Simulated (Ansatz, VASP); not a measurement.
## C in VASP and in Ansatz

```xyz
2
Lattice="0.0000 1.8208 1.8208 1.8208 0.0000 1.8208 1.8208 1.8208 0.0000" Properties=species:S:1:pos:R:3 pbc="T T T"
C     0.0000    0.0000    0.0000
C     0.9104    0.9104    0.9104
```

Alike in both runs: task single point; functional PBE; k mesh 12 × 12 × 12; occupations gaussian, width 0.02 eV; no spin polarisation.

```csv
,VASP,Ansatz
version,VASP 6.6.1,Ansatz 0.2.0
potentials or method,"VASP PAW PBE potentials, release 64 (C)","scalar-relativistic, plane waves, PAW"
plane-wave cutoff (eV),520,420
valence electrons in the cell,8,8
```

Ansatz gave:

- gap on the k mesh at the Fermi level (eV): 4.02
- least direct gap on the mesh (eV): 5.43
- pressure (GPa): -22.6

Problem. Estimate VASP's values.

Solution. gap on the k mesh at the Fermi level (eV): 4.01; least direct gap on the mesh (eV): 5.42; pressure (GPa): -22.1.

Caveats: so large a pressure means that the cell lies far from this level's equilibrium, or that cutoff or potentials fall short (VASP).
